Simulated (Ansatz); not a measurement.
## LiH under changes of volume

One of the cells (8.449 Å³/atom); the others are scaled copies at fixed shape and fractional positions:

```
CELL_PARAMETERS angstrom
0.00000 2.03675 2.03675
2.03675 0.00000 2.03675
2.03675 2.03675 0.00000
ATOMIC_POSITIONS crystal
Li 0.00000 0.00000 0.00000
H 0.50000 0.50000 0.50000
```

```yaml
Program: Ansatz 0.2.0
Functional: PBE
Potentials_or_basis: Ansatz PAW
Cutoff: "420 eV (not typed: the program's choice for these potentials)"
k_mesh: 11 × 11 × 11
Occupations: fermi-dirac, width 0.05 eV
Spin: no spin polarisation
```

```tsv
volume (Å³/atom)	energy over the lowest point (meV/atom)	pressure (GPa)	gap on the mesh (eV)
7.942	0.08	0.5	3.17
8.111	0.00	-0.3	3.18
8.280	0.69	-1.0	3.20
8.449	2.11	-1.7	3.21
8.618	4.16	-2.2	3.21
8.787	6.82	-2.8	3.22
8.956	?	?	?
```

**Question.** What does the run at 8.956 Å³/atom give?

**Answer.** Energy over the lowest point 10.01 meV/atom; pressure -3.3 GPa; gap on the mesh 3.23 eV.

Worked out: A Birch-Murnaghan fit of order 3 (a polynomial in V^(-2/3)) to the other rows has its minimum at 8.04 Å³/atom with B0 = V·E''(V) = 36 GPa and B' = 3.3. It gives 10.02 meV/atom at 8.956 Å³/atom, against the run's 10.01, and -dE/dV = -3.3 GPa, against -3.3. A straight line through the other rows of the gap, of slope 0.496 eV per unit of ln V (its deformation potential), extrapolates to 3.23 eV, against the run's 3.23.

Energies are extrapolated to zero smearing.

Caveats: odd divisions of the mesh miss points on the zone boundary, where band edges often lie, so the gap on the mesh can be too wide.

A mesh can miss the band edges.
